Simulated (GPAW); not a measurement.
Here is a GPAW 26.7.0 calculation.

The input run.py:

```python
from ase.eos import EquationOfState
from ase.io import Trajectory, read
from ase.units import GPa
from gpaw import GPAW, PW, setup_paths

setup_paths.insert(0, '.')

atoms = read('ZnSe.xyz')

traj = Trajectory('eos.traj', 'w')
volumes, energies = [], []
for x in [0.94, 0.96, 0.98, 1.0, 1.02, 1.04, 1.06]:
    a = atoms.copy()
    a.set_cell(atoms.cell * x**(1 / 3), scale_atoms=True)
    calc = GPAW(mode=PW(600),
                xc='GGA_X_B88+GGA_C_P86',
                kpts={'size': (7, 7, 7), 'gamma': True},
                occupations={'name': 'fermi-dirac', 'width': 0.05},
                nbands=18,
                convergence={'density': 1e-05, 'energy': 1e-05},
                maxiter=150,
                txt=f'eos-{x:.2f}.txt')
    a.calc = calc
    energies.append(a.get_potential_energy(force_consistent=True))
    volumes.append(a.get_volume())
    p = -a.get_stress()[:3].mean() / GPa
    calc.write(f'eos-{x:.2f}.gpw')
    traj.write(a)
    print(f'{x:.2f} {volumes[-1]:10.4f} A^3 {energies[-1]:14.6f} eV {p:9.3f} GPa', flush=True)

v0, e0, B = EquationOfState(volumes, energies, eos='birchmurnaghan').fit()
print(f'V0 = {v0:.4f} A^3, E0 = {e0:.6f} eV, B0 = {B / GPa:.2f} GPa')
```

Contents of ZnSe.xyz:

```xyz
2
Lattice="0.0000000000 2.8338000000 2.8338000000 2.8338000000 0.0000000000 2.8338000000 2.8338000000 2.8338000000 0.0000000000" Properties=species:S:1:pos:R:3 pbc="T T T"
Se     4.2507000000      4.2507000000      4.2507000000
Zn     0.0000000000      0.0000000000      0.0000000000
```

Potentials or basis: PAW data sets generated in the run's folder for this functional, pw.

Launch:

```console
$ gpaw-setup -f GGA_X_B88+GGA_C_P86 Se Zn
$ OMP_NUM_THREADS=1 python run.py
```

Predict the pressure derivative of the bulk modulus.

4.5.

Estimate the bulk modulus.

57 GPa.

Estimate the equilibrium volume.

23.55 Å³/atom.

Energy against volume, from the lowest point:
| volume (Å³/atom) | energy (meV/atom) |
| --- | --- |
| 21.391 | 41.62 |
| 21.846 | 24.88 |
| 22.301 | 12.80 |
| 22.757 | 4.91 |
| 23.212 | 0.76 |
| 23.667 | 0.00 |
| 24.122 | 2.27 |

Zero-point motion and thermal expansion aren't in these numbers.
